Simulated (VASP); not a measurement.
A run of VASP 6.6.1:

The input POSCAR:

```
MgS
1.0
    3.6454348054      0.0000000000      0.0000000000
   -1.8227174027      3.1570391493      0.0000000000
    0.0000000000      0.0000000000      5.9180597119
Mg S
2 2
Direct
    0.0000000000      0.0000000000      0.0000000000
    0.0000000000      0.0000000000      0.5000000000
    0.3333333333      0.6666666667      0.2500000000
    0.6666666667      0.3333333333      0.7500000000
```

File INCAR.step1:

```
PREC = Accurate
ENCUT = 520
EDIFF = 1E-5
ISMEAR = 0
SIGMA = 0.01
LREAL = F
LASPH = T
NELM = 100
ALGO = Normal
ISIF = 2
LWAVE = T
LCHARG = F
GGA = PE
NBANDS = 16
```

File INCAR.step2:

```
PREC = Accurate
ENCUT = 520
EDIFF = 1E-6
ISMEAR = 0
SIGMA = 0.01
LREAL = F
LASPH = T
NELM = 100
ALGO = Normal
ISIF = 2
LWAVE = F
LCHARG = F
GGA = PE
LHFCALC = T
HFSCREEN = 0.2079
PRECFOCK = Normal
ISTART = 1
NBANDS = 16
```

The input KPOINTS:

```
regular mesh
0
Gamma
  6 6 4
```

Potentials or basis: VASP PAW PBE potentials, release 64 (Mg, S).

The run is started by

```bash
$ cat potpaw_PBE.64/Mg/POTCAR potpaw_PBE.64/S/POTCAR > POTCAR
$ cp INCAR.step1 INCAR
$ mpirun -np 1 vasp_std > vasp.out
$ cp INCAR.step2 INCAR
$ mpirun -np 1 vasp_std > vasp.out
```

Hardware: 1 thread of Intel(R) Xeon(R) Platinum 8488C (Sapphire Rapids), with other jobs on the host.

Question: How long does it take, and how much memory?

Answer: It took 41 min on 1 thread of Intel(R) Xeon(R) Platinum 8488C (Sapphire Rapids) (shared host), peak memory 0.32 GiB. Counts: scf iterations 10, k points 21.
